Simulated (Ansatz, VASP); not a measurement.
**MgS in VASP and in Ansatz**

```xyz
6
Lattice="3.6979 0.0000 0.0000 -1.8490 3.2025 0.0000 0.0000 0.0000 9.0581" Properties=species:S:1:pos:R:3 pbc="T T T"
Mg    0.0000    0.0000    0.0000
Mg    0.0000    2.1350    3.0194
Mg    1.8490    1.0675    6.0387
S     1.8490    1.0675    1.5097
S     0.0000    0.0000    4.5291
S     0.0000    2.1350    7.5484
```

The cell was built by a generator and needn't be a form met in nature.

Alike in both runs: functional PBE; k mesh 9 × 9 × 4; occupations gaussian, width 0.02 eV; no spin polarisation.

Ansatz relaxed the structure, and its values are those at the end. VASP's run is a single point on that final structure, the one shown.

|  | VASP | Ansatz |
| --- | --- | --- |
| version | VASP 6.6.1 | Ansatz 0.2.0 |
| potentials or method | VASP PAW PBE potentials, release 64 (Mg, S) | scalar-relativistic, plane waves, PAW |
| plane-wave cutoff (eV) | 520 | 420 |
| valence electrons in the cell | 24 | 48 |

|  | VASP | Ansatz | Ansatz less VASP |
| --- | --- | --- | --- |
| gap on the k mesh at the Fermi level (eV) | 2.85 | 2.86 | +0.015 |
| least direct gap on the mesh (eV) | 3.59 | 3.60 | +0.012 |
| pressure (GPa) | -0.3 | 0.0 | +0.29 |

The two sets of potentials don't hold the same shells in valence.

Caveats: an odd mesh through Γ misses points on the zone boundary, where band edges often lie. A hybrid or GW would open this gap; PBE tends to underestimate it.
